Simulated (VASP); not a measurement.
The system is GaSb.

```
Ga Sb
1.0
     0.00000    3.10692    3.10692
     3.10692    0.00000    3.10692
     3.10692    3.10692    0.00000
Ga Sb
1 1
Direct
  0.00000 0.00000 0.00000
  0.25000 0.25000 0.25000
```

| Property | Result |
| --- | --- |
| Program | VASP 6.6.1 |
| Task | relaxation of cell and atoms |
| Functional | PBE |
| Dispersion | D3(BJ) |
| Potentials or basis | VASP PAW PBE potentials, release 64 (Ga_d, Sb) |
| Cutoff | 600 eV |
| k mesh | 12 × 12 × 12 |
| Occupations | gaussian, width 0.1 eV |
| Spin | no spin polarisation |

At the start: pressure -1.8 GPa; volume 29.99 Å³/atom.

**Question.** How do energy, volume and symmetry change on relaxing?

**Answer.** Over 3 steps the energy falls by 7.0 meV/atom and the volume is 28.82 Å³/atom (-3.9 %); space group F-43m (No. 216, to 0.05 Å).

Step by step:
```csv
step,energy change (eV),largest force (eV/Å),pressure (GPa),volume (Å³)
1,0.0000,0.0000,-1.83,59.98
2,-0.0130,0.0000,0.52,57.06
3,-0.0139,0.0000,0.02,57.63
```

Final structure:
```
Ga Sb
1.0
     0.00000    3.06577    3.06577
     3.06577    0.00000    3.06577
     3.06577    3.06577    0.00000
Ga Sb
1 1
Direct
  0.00000 0.00000 0.00000
  0.25000 0.25000 0.25000
```

Caveat: pairwise dispersion overbinds metals, which lowers pressure and volume.
